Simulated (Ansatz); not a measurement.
Crystal: Bi2Se3 (Paraguanajuatite).

```xyz
5
Lattice="2.0715 1.1960 9.5453 -2.0715 1.1960 9.5453 0.0000 -2.3920 9.5453" Properties=species:S:1:pos:R:3 pbc="T T T"
Bi    0.0000    0.0000   17.1587
Bi    0.0000    0.0000   11.4773
Se    0.0000    0.0000   22.5738
Se    0.0000    0.0000    6.0622
Se    0.0000    0.0000    0.0000
```

Base run:

| Property | Result |
| --- | --- |
| Program | Ansatz 0.2.0 |
| Functional | RPBE |
| Potentials or basis | Ansatz PAW |
| Cutoff | 420 eV (not typed: the program's choice for these potentials) |
| k mesh | 8 × 8 × 8 |
| Occupations | fermi-dirac, width 0.05 eV |
| Spin | no spin polarisation |

Its results: band gap on the k mesh 0.29 eV, direct; pressure 4.2 GPa; largest force 0.161 eV/Å.

Problem. After a change of settings the same cell gave: band gap on the k mesh 0.49 eV, direct; pressure 1.4 GPa; largest force 0.080 eV/Å. Which change was it?
A. functional from RPBE to revPBE
B. functional from RPBE to PBEsol
C. functional from RPBE to PBE
D. functional from RPBE to r2SCAN; cutoff from 420 eV (not typed: the program's choice for these potentials) to 500 eV (not typed: the program's choice for these potentials)

Solution. D.

r2SCAN gives the wider gap, since meta-GGAs in the generalised Kohn-Sham scheme recover part of the derivative discontinuity.

Caveats: spin-orbit coupling is left out, which as a rule narrows the gap of such compounds by several tenths of an eV; the PAW data sets come from PBE, with cores solved anew for the run's functional, which leaves a small shift of forces and pressure; the density of states is complete only up to the lowest level of the last band computed.
